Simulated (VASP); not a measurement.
# Cu (Fm-3m) in VASP: notebook, part 2 of 2

VASP 6.6.1. The steps go on from the part before.

## (4) Optical spectrum, optPBE-vdW

This run uses another cell than the first one: it holds 4 atoms, not 1.

File INCAR:

```
  PREC = Accurate
  ENCUT = 520
  EDIFF = 1E-7
  ISMEAR = 1
  SIGMA = 0.1
  LREAL = Auto
  LASPH = True
  NELM = 80
  ALGO = VeryFast
  ISIF = 2
  LWAVE = False
  LCHARG = False
  GGA = OR
  LUSE_VDW = True
  AGGAC = 0.0
  LOPTICS = True
  NBANDS = 46
  NEDOS = 1000
  CSHIFT = 0.05
```

File Cu.cif:

```cif
data_Cu
_cell_length_a 3.61500000
_cell_length_b 3.61500000
_cell_length_c 3.61500000
_cell_angle_alpha 90.00000000
_cell_angle_beta 90.00000000
_cell_angle_gamma 90.00000000
_space_group_name_H-M_alt 'Fm-3m'
_space_group_name_Hall '-F 4 2 3'
_space_group_IT_number 225
loop_
_space_group_symop_operation_xyz
'x,y,z'
'-x,-y,-z'
'-y,x,z'
'y,-x,-z'
'-x,-y,z'
'x,y,-z'
'y,-x,z'
'-y,x,-z'
'x,-y,-z'
'-x,y,z'
'-y,-x,-z'
'y,x,z'
'-x,y,-z'
'x,-y,z'
'y,x,-z'
'-y,-x,z'
'z,x,y'
'-z,-x,-y'
'z,-y,x'
'-z,y,-x'
'z,-x,-y'
'-z,x,y'
'z,y,-x'
'-z,-y,x'
'-z,x,-y'
'z,-x,y'
'-z,-y,-x'
'z,y,x'
'-z,-x,y'
'z,x,-y'
'-z,y,x'
'z,-y,-x'
'y,z,x'
'-y,-z,-x'
'x,z,-y'
'-x,-z,y'
'-y,z,-x'
'y,-z,x'
'-x,z,y'
'x,-z,-y'
'-y,-z,x'
'y,z,-x'
'-x,-z,-y'
'x,z,y'
'y,-z,-x'
'-y,z,x'
'x,-z,y'
'-x,z,-y'
'x,y+1/2,z+1/2'
'-x,-y+1/2,-z+1/2'
'-y,x+1/2,z+1/2'
[... 62 lines left out ...]
'-z+1/2,-x,-y+1/2'
'z+1/2,-y,x+1/2'
'-z+1/2,y,-x+1/2'
'z+1/2,-x,-y+1/2'
'-z+1/2,x,y+1/2'
'z+1/2,y,-x+1/2'
'-z+1/2,-y,x+1/2'
'-z+1/2,x,-y+1/2'
'z+1/2,-x,y+1/2'
'-z+1/2,-y,-x+1/2'
'z+1/2,y,x+1/2'
'-z+1/2,-x,y+1/2'
'z+1/2,x,-y+1/2'
'-z+1/2,y,x+1/2'
'z+1/2,-y,-x+1/2'
'y+1/2,z,x+1/2'
'-y+1/2,-z,-x+1/2'
'x+1/2,z,-y+1/2'
'-x+1/2,-z,y+1/2'
'-y+1/2,z,-x+1/2'
'y+1/2,-z,x+1/2'
'-x+1/2,z,y+1/2'
'x+1/2,-z,-y+1/2'
'-y+1/2,-z,x+1/2'
'y+1/2,z,-x+1/2'
'-x+1/2,-z,-y+1/2'
'x+1/2,z,y+1/2'
'y+1/2,-z,-x+1/2'
'-y+1/2,z,x+1/2'
'x+1/2,-z,y+1/2'
'-x+1/2,z,-y+1/2'
'x+1/2,y+1/2,z'
'-x+1/2,-y+1/2,-z'
'-y+1/2,x+1/2,z'
'y+1/2,-x+1/2,-z'
'-x+1/2,-y+1/2,z'
'x+1/2,y+1/2,-z'
'y+1/2,-x+1/2,z'
'-y+1/2,x+1/2,-z'
'x+1/2,-y+1/2,-z'
'-x+1/2,y+1/2,z'
'-y+1/2,-x+1/2,-z'
'y+1/2,x+1/2,z'
'-x+1/2,y+1/2,-z'
'x+1/2,-y+1/2,z'
'y+1/2,x+1/2,-z'
'-y+1/2,-x+1/2,z'
'z+1/2,x+1/2,y'
'-z+1/2,-x+1/2,-y'
'z+1/2,-y+1/2,x'
'-z+1/2,y+1/2,-x'
'z+1/2,-x+1/2,-y'
'-z+1/2,x+1/2,y'
'z+1/2,y+1/2,-x'
'-z+1/2,-y+1/2,x'
'-z+1/2,x+1/2,-y'
'z+1/2,-x+1/2,y'
'-z+1/2,-y+1/2,-x'
'z+1/2,y+1/2,x'
'-z+1/2,-x+1/2,y'
'z+1/2,x+1/2,-y'
'-z+1/2,y+1/2,x'
'z+1/2,-y+1/2,-x'
'y+1/2,z+1/2,x'
'-y+1/2,-z+1/2,-x'
'x+1/2,z+1/2,-y'
'-x+1/2,-z+1/2,y'
'-y+1/2,z+1/2,-x'
'y+1/2,-z+1/2,x'
'-x+1/2,z+1/2,y'
'x+1/2,-z+1/2,-y'
'-y+1/2,-z+1/2,x'
'y+1/2,z+1/2,-x'
'-x+1/2,-z+1/2,-y'
'x+1/2,z+1/2,y'
'y+1/2,-z+1/2,-x'
'-y+1/2,z+1/2,x'
'x+1/2,-z+1/2,y'
'-x+1/2,z+1/2,-y'
loop_
_atom_site_label
_atom_site_type_symbol
_atom_site_symmetry_multiplicity
_atom_site_Wyckoff_symbol
_atom_site_fract_x
_atom_site_fract_y
_atom_site_fract_z
_atom_site_occupancy
Cu1 Cu 4 a 0.0000000000 0.0000000000 0.0000000000 1
```

File KPOINTS:

```
Automatic mesh
0
Gamma
  7 7 7
```

File POSCAR:

```
Cu
 1.0000000000000000
     3.6150000000000002    0.0000000000000000    0.0000000000000000
     0.0000000000000000    3.6150000000000002    0.0000000000000000
     0.0000000000000000    0.0000000000000000    3.6150000000000002
 Cu 
   4
Cartesian
  0.0000000000000000  0.0000000000000000  0.0000000000000000
  0.0000000000000000  1.8075000000000001  1.8075000000000001
  1.8075000000000001  0.0000000000000000  1.8075000000000001
  1.8075000000000001  1.8075000000000001  0.0000000000000000
```

Potentials or basis: VASP PAW PBE potentials, release 64 (Cu).

On the command line:

```
ase convert -i cif -o vasp Cu.cif POSCAR
cat potpaw_PBE.64/Cu/POTCAR > POTCAR
mpirun -np 1 vasp_std > vasp.out
```

OUTCAR:

```text
PREC = Accurate
   ENCUT = 520
   EDIFF = 1E-7
   ISMEAR = 1
   LREAL = Auto
   LASPH = True
   NELM = 80
   ISIF = 2
   GGA = OR

 ion  position               nearest neighbor table
   1  0.000  0.000  0.000-   2 2.56   3 2.56   4 2.56   2 2.56   3 2.56   2 2.56   4 2.56   2 2.56
                             3 2.56   4 2.56   3 2.56   4 2.56
   2  0.000  0.500  0.500-   1 2.56   3 2.56   4 2.56   1 2.56   4 2.56   1 2.56   3 2.56   1 2.56
                             3 2.56   4 2.56   4 2.56   3 2.56
   3  0.500  0.000  0.500-   1 2.56   2 2.56   4 2.56   1 2.56   4 2.56   2 2.56   4 2.56   4 2.56
                             1 2.56   2 2.56   1 2.56   2 2.56
   4  0.500  0.500  0.000-   1 2.56   2 2.56   3 2.56   2 2.56   3 2.56   1 2.56   3 2.56   3 2.56
                             1 2.56   2 2.56   2 2.56   1 2.56

  LATTYP: Found a simple cubic cell.
 ALAT       =     3.6150000000

  Lattice vectors:

 A1 = (   3.6150000000,   0.0000000000,   0.0000000000)
 A2 = (   0.0000000000,   3.6150000000,   0.0000000000)
 A3 = (   0.0000000000,   0.0000000000,   3.6150000000)

Analysis of symmetry for initial positions (statically):
=====================================================================
 Subroutine PRICEL returns following result:

  LATTYP: Found a face centered cubic cell.
 ALAT       =     3.6150000000

  Lattice vectors:

 A1 = (   1.8075000000,  -1.8075000000,   0.0000000000)
 A2 = (   1.8075000000,   0.0000000000,   1.8075000000)
 A3 = (   0.0000000000,  -1.8075000000,   1.8075000000)

   4 primitive cells build up your supercell.

 Routine SETGRP: Setting up the symmetry group for a
[... 951 lines left out ...]

  FREE ENERGIE OF THE ION-ELECTRON SYSTEM (eV)
  ---------------------------------------------------
  free  energy   TOTEN  =        -2.0966405859 eV

  energy  without entropy=       -2.0971143221  energy(sigma->0) =       -2.09679850

Total vdW correction in eV:      8.3115514

 electrical conductivity sigma (Mega S m-1) (frequency dependency in vasprun.xml)
  --------------------------------------------------------------------------------------
       0.093       0.000       0.000
       0.000       0.093       0.000
       0.000       0.000       0.093

  frequency dependent IMAGINARY DIELECTRIC FUNCTION (independent particle, no local field effects) density-density
     E(ev)      X         Y         Z        XY        YZ        ZX
  --------------------------------------------------------------------------------------------------------------
     0.00000    -0.00000    -0.00000    -0.00000     0.00000     0.00000     0.00000
     1.05571     0.00619     0.00619     0.00619    -0.00000    -0.00000     0.00000
     2.11141     2.92636     2.92636     2.92636    -0.00000     0.00000    -0.00000
     3.16712    18.83605    18.83605    18.83605     0.00000     0.00000    -0.00000
     4.22282    11.04009    11.04009    11.04009     0.00000     0.00000    -0.00000
     5.27853     7.94084     7.94084     7.94084    -0.00000     0.00000    -0.00000
[... 92 lines left out ...]
   103.45919     0.00000     0.00000     0.00000    -0.00000     0.00000     0.00000
   104.51490     0.00000     0.00000     0.00000    -0.00000     0.00000     0.00000

  frequency dependent      REAL DIELECTRIC FUNCTION (independent particle, no local field effects) density-density
     E(ev)        X           Y           Z          XY          YZ          ZX
  --------------------------------------------------------------------------------------------------------------
     0.00000     8.03646     8.03646     8.03646     0.00000     0.00000    -0.00000
     1.05571     8.96911     8.96911     8.96911     0.00000     0.00000    -0.00000
     2.11141     3.82105     3.82105     3.82105     0.00000     0.00000    -0.00000
     3.16712     3.85730     3.85730     3.85730    -0.00000    -0.00000    -0.00000
     4.22282     8.18950     8.18950     8.18950    -0.00000    -0.00000     0.00000
     5.27853     1.17552     1.17552     1.17552     0.00000     0.00000    -0.00000
[... 92 lines left out ...]
   103.45919     0.96555     0.96555     0.96555     0.00000    -0.00000     0.00000
   104.51490     0.96627     0.96627     0.96627     0.00000    -0.00000     0.00000

  frequency dependent IMAGINARY DIELECTRIC FUNCTION (independent particle, no local field effects) current-current
     E(ev)      X         Y         Z        XY        YZ        ZX
  --------------------------------------------------------------------------------------------------------------
     0.00000    -0.00000    -0.00000    -0.00000    -0.00000    -0.00000     0.00000
     1.05571     0.00981     0.00981     0.00981    -0.00000    -0.00000     0.00000
     2.11141     2.99446     2.99446     2.99446     0.00000     0.00000    -0.00000
     3.16712    18.69325    18.69325    18.69325     0.00000     0.00000    -0.00000
     4.22282    11.35880    11.35880    11.35880    -0.00000     0.00000    -0.00000
     5.27853     8.03471     8.03471     8.03471    -0.00000    -0.00000    -0.00000
[... 92 lines left out ...]
   103.45919     0.00000     0.00000     0.00000     0.00000     0.00000    -0.00000
   104.51490     0.00000     0.00000     0.00000     0.00000     0.00000    -0.00000

  frequency dependent      REAL DIELECTRIC FUNCTION (independent particle, no local field effects) current-current
     E(ev)        X           Y           Z          XY          YZ          ZX
  --------------------------------------------------------------------------------------------------------------
     0.00000     8.03858     8.03858     8.03858     0.00000     0.00000    -0.00000
     1.05571     8.96030     8.96030     8.96030     0.00000     0.00000    -0.00000
     2.11141     3.62768     3.62768     3.62768     0.00000    -0.00000     0.00000
     3.16712     3.31242     3.31242     3.31242    -0.00000    -0.00000    -0.00000
     4.22282     7.87838     7.87838     7.87838     0.00000    -0.00000    -0.00000
     5.27853     1.01642     1.01642     1.01642    -0.00000    -0.00000     0.00000
[... 92 lines left out ...]
   103.45919     0.96555     0.96555     0.96555    -0.00000    -0.00000     0.00000
   104.51490     0.96627     0.96627     0.96627    -0.00000    -0.00000     0.00000
```

Run time: 73 s. Hardware: 1 thread of Intel Xeon 6975P-C (Granite Rapids), shared host; peak memory 0.36 GiB.

What came out:

| Property | Result |
| --- | --- |
| Free energy | -2.0966 eV |
| Pressure | 3.9 GPa |
| Band gap on the k mesh | none (metal or under the smearing width) |

Dielectric function (mean over the directions given):
```tsv
energy (eV)	real part	imaginary part
0.32	8.11	0.00
1.27	9.64	-0.67
2.32	11.39	0.01
3.38	2.94	4.05
4.43	-1.89	6.16
5.38	0.35	6.20
6.44	1.72	1.69
7.50	-0.49	1.22
8.55	0.73	1.91
9.61	-0.58	3.54
10.56	0.21	2.66
11.61	-0.06	1.72
12.67	0.52	1.55
13.72	0.42	1.70
14.78	0.45	0.95
15.73	0.12	1.62
16.79	0.09	1.19
17.84	0.43	0.82
18.90	0.08	1.02
19.95	0.67	0.58
```

Caveat: spectra need much finer meshes, so this one isn't converged; independent-particle spectra lack excitons; the intraband (Drude) part of a metal's response may be missing; the PAW data sets were made with another functional, which shifts forces and pressure a little.

## (5) Density of states, PBE+TS

File POSCAR:

```
Cu
2.5562
    0.000000000000      0.707104295439      0.707104295439
    0.707104295439      0.000000000000      0.707104295439
    0.707104295439      0.707104295439      0.000000000000
Cu
1
Direct
    0.0000000000      0.0000000000      0.0000000000
```

File INCAR.step1:

```
ALGO = Normal ; EDIFF = 1E-6
ENCUT = 550 ; GGA = PE
ISIF = 2 ; ISMEAR = -1
IVDW = 2 ; LASPH = T
LCHARG = T ; LMAXMIX = 4
LREAL = F ; LWAVE = F
NELM = 100 ; PREC = Accurate
SIGMA = 0.02
```

File KPOINTS.step1:

```
k-points
0
Gamma
  13 13 13
```

File INCAR.step2:

```
ALGO = Normal ; EDIFF = 1E-6
ENCUT = 550 ; GGA = PE
ICHARG = 11 ; ISIF = 2
ISMEAR = -5 ; IVDW = 2
LASPH = T ; LCHARG = F
LMAXMIX = 4 ; LORBIT = 10
LREAL = F ; LWAVE = F
NEDOS = 1001 ; NELM = 100
PREC = Accurate ; SIGMA = 0.02
```

File KPOINTS.step2:

```
k-points
0
Gamma
  20 20 20
```

Potentials or basis: VASP PAW PBE potentials, release 64 (Cu_GW).

On the command line:

```
cat potpaw_PBE.64/Cu_GW/POTCAR > POTCAR
cp INCAR.step1 INCAR
cp KPOINTS.step1 KPOINTS
mpirun -np 1 vasp_std > vasp.out
cp INCAR.step2 INCAR
cp KPOINTS.step2 KPOINTS
mpirun -np 1 vasp_std > vasp.out
```

Wall time 30 s (1 thread of Intel Xeon Platinum 8259CL at 2.50GHz (Skylake/Cascade Lake), shared host); peak memory 0.16 GiB.

It converged, with:

```yaml
Valence_electrons_inside_the_program's_atomic_spheres: Cu 9.91
Dispersion_energy_per_atom: -0.591 eV
```

Levels at points of the mesh, in eV from the Fermi level:
| k point | band 3 | band 4 | band 5 | band 6 | band 7 | band 8 | band 9 |
| --- | --- | --- | --- | --- | --- | --- | --- |
| (0.00, 0.00, 0.00) | -3.06 | -3.06 | -2.23 | -2.23 | 22.60 | 25.13 | 25.13 |
| (0.50, 0.00, 0.00) | -3.10 | -1.66 | -1.66 | -1.06 | 3.71 | 21.08 | 21.94 |
| (0.50, 0.50, 0.00) | -1.68 | -1.52 | -1.52 | 1.44 | 7.06 | 13.00 | 13.00 |

States per cell in windows of 1 eV (zero at the Fermi level; states under -8 eV left out):
| from (eV) | total | Cu1_d | Cu1_p | Cu1_s | Cu1_f |
| --- | --- | --- | --- | --- | --- |
| -8.0 | 0.12 | 0.00 | 0.01 | 0.06 | 0.00 |
| -7.0 | 0.18 | 0.02 | 0.02 | 0.07 | 0.00 |
| -6.0 | 0.41 | 0.14 | 0.04 | 0.10 | 0.00 |
| -5.0 | 1.56 | 1.15 | 0.06 | 0.09 | 0.00 |
| -4.0 | 2.77 | 2.38 | 0.10 | 0.02 | 0.00 |
| -3.0 | 3.44 | 3.18 | 0.06 | 0.02 | 0.00 |
| -2.0 | 2.18 | 2.06 | 0.03 | 0.02 | 0.00 |
| -1.0 | 0.33 | 0.19 | 0.05 | 0.03 | 0.00 |
| 0.0 | 0.28 | 0.12 | 0.07 | 0.03 | 0.00 |
| 1.0 | 0.26 | 0.09 | 0.08 | 0.02 | 0.00 |
| 2.0 | 0.22 | 0.06 | 0.08 | 0.02 | 0.00 |
| 3.0 | 0.18 | 0.05 | 0.06 | 0.02 | 0.00 |
| 4.0 | 0.27 | 0.08 | 0.06 | 0.07 | 0.00 |
| 5.0 | 0.28 | 0.07 | 0.07 | 0.06 | 0.00 |
| 6.0 | 0.25 | 0.06 | 0.08 | 0.04 | 0.00 |
| 7.0 | 0.30 | 0.08 | 0.08 | 0.06 | 0.00 |

Caveat: atom-pairwise D2, TS and ULG terms overbind metals; pairwise dispersion overbinds metals, which lowers pressure and volume; tetrahedron occupations give inexact forces and stress in metals.

## (6) For comparison

An earlier run on the cell as given: functional PBE; potentials or basis VASP PAW PBE potentials, release 64 (Cu); cutoff 520 eV; k mesh 13 × 13 × 13; occupations fermi-dirac, width 0.05 eV; no spin polarisation.

* Pressure: 2.2 GPa
* Band gap on the k mesh: none (metal or under the smearing width)

## (7) The runs side by side

```tsv
task	level	potentials or basis	k mesh	cutoff (eV)	smearing	k mesh for the DOS	other keys	gap on the mesh (eV)	pressure (GPa)
band structure	PBE	VASP PAW PBE potentials, release 64 (Cu_sv_GW)	13 × 13 × 13	600	fermi-dirac 0.05 eV	-	-	-	-
band structure	PBE	VASP PAW PBE potentials, release 64 (Cu_GW)	13 × 13 × 13	550	fermi-dirac 0.05 eV	-	-	-	0.4
optical spectrum	optPBE-vdW	VASP PAW PBE potentials, release 64 (Cu)	7 × 7 × 7	520	methfessel-paxton 0.1 eV	-	LREAL = Auto; ALGO = VeryFast	none	3.9
density of states	PBE+TS	VASP PAW PBE potentials, release 64 (Cu_GW)	13 × 13 × 13	550	fermi-dirac 0.02 eV	20 × 20 × 20	-	-	-
single point	PBE	VASP PAW PBE potentials, release 64 (Cu)	13 × 13 × 13	520	fermi-dirac 0.05 eV	-	-	none	2.2
```

Alike in all rows: no spin polarisation; cell as given.

Caveats: spectra need much finer meshes, so this one isn't converged (some runs); independent-particle spectra lack excitons (some runs); the intraband (Drude) part of a metal's response may be missing (some runs); the PAW data sets were made with another functional, which shifts forces and pressure a little (some runs); atom-pairwise D2, TS and ULG terms overbind metals (some runs); pairwise dispersion overbinds metals, which lowers pressure and volume (some runs); tetrahedron occupations give inexact forces and stress in metals (some runs).

Total energies depend on the potentials used, so only differences within one code and one set of settings carry meaning.
